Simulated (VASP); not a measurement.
A VASP 6.6.1 single-point calculation on AgCl

INCAR

```
NSW = 0
ISMEAR = -1
NELM = 51
GGA = PE
PREC = Accurate
ENCUT = 520
LREAL = .FALSE.
IBRION = -1
NBANDS = 10
LCHARG = .FALSE.
LASPH = .TRUE.
ISIF = 2
LWAVE = .FALSE.
SIGMA = 0.02
EDIFF = 1E-7
```

KPOINTS

```
KPOINTS created by Atomic Simulation Environment
0
Monkhorst-Pack
8 8 8
0 0 0
```

POSCAR

```
Ag Cl
 1.0000000000000000
     0.0205536243000000    3.0137998757000002    3.0137998757000002
     3.0137998757000002    0.0205536243000000    3.0137998757000002
     3.0137998757000002    3.0137998757000002    0.0205536243000000
 Ag  Cl
   1   1
Cartesian
  0.0072516024876572  0.0072516024876572  0.0072516024876572
  1.5047867414373421  1.5047867414373421  1.5047867414373421
```

The recommended PBE PAW datasets give the neutral cell 18 valence electrons.

Command

```
mpirun -np 1 vasp_std
```

Q: Predict the outcome of this run.

A: It converged. Results: gap between bands v and c on the k mesh 1.44 eV; least direct gap on the k mesh 1.44 eV; pressure 0.7 GPa. Band v is the last that the valence electrons fill when counted band by band, and c is the next.

OSZICAR

```
N       E                     dE             d eps       ncg     rms          rms(c)
DAV:   1     0.109808567587E+03    0.10981E+03   -0.86339E+03  1224   0.156E+03
DAV:   2     0.120287902735E+01   -0.10861E+03   -0.10497E+03  1364   0.294E+02
DAV:   3    -0.551700219566E+01   -0.67199E+01   -0.66891E+01  1316   0.779E+01
DAV:   4    -0.563693272704E+01   -0.11993E+00   -0.11979E+00  1356   0.114E+01
DAV:   5    -0.563954377620E+01   -0.26110E-02   -0.26109E-02  1328   0.172E+00    0.553E+00
DAV:   6    -0.545374830112E+01    0.18580E+00   -0.59480E-01  1400   0.106E+01    0.386E+00
DAV:   7    -0.544926295951E+01    0.44853E-02   -0.10866E-01  1220   0.312E+00    0.194E+00
DAV:   8    -0.544949424500E+01   -0.23129E-03   -0.66908E-03  1300   0.112E+00    0.174E-01
DAV:   9    -0.544972297314E+01   -0.22873E-03   -0.66363E-04  1324   0.443E-01    0.513E-02
DAV:  10    -0.544992562184E+01   -0.20265E-03   -0.29381E-04  1284   0.166E-01    0.491E-02
DAV:  11    -0.544993018083E+01   -0.45590E-05   -0.89367E-06  1342   0.430E-02    0.991E-03
DAV:  12    -0.544993181891E+01   -0.16381E-05   -0.30682E-06  1276   0.171E-02    0.641E-03
DAV:  13    -0.544993213110E+01   -0.31219E-06   -0.53577E-07  1328   0.672E-03    0.141E-03
DAV:  14    -0.544993216947E+01   -0.38364E-07   -0.38629E-08   702   0.300E-03
   1 F= -.54499322E+01 E0= -.54499322E+01  d E =-.213410E-10
```

The shifted mesh misses Γ, so a band edge there is missed.

For comparison, a separate PBE run of the intended cell, on usual settings and not on those above, gives a gap of 1.25 eV on its mesh and a pressure of 0.7 GPa.
